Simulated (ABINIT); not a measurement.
Ag:

```
Ag
1.0
     0.00000    2.04275    2.04275
     2.04275    0.00000    2.04275
     2.04275    2.04275    0.00000
Ag
1
Cartesian
  0.0000 0.0000 0.0000
```

Base run:

```yaml
Program: ABINIT 10.8.3 (patched build)
Functional: PW91
Potentials_or_basis: JTH PAW PBE v2.0
Cutoff: 544 eV
k_mesh: 11 × 11 × 11
Occupations: fermi-dirac, width 0.05 eV
Spin: no spin polarisation
```

Its results: band gap on the k mesh none (metal or under the smearing width); pressure 4.3 GPa.

Problem. The run is repeated on the same cell with these changes: functional from PW91 to RPBE. What comes out?

Solution. Band gap on the k mesh none (metal or under the smearing width); pressure 8.7 GPa.

RPBE binds less tightly than PW91, so the same cell stands under more pressure.

Caveats: the PAW data sets were made with another functional, which shifts forces and pressure a little.
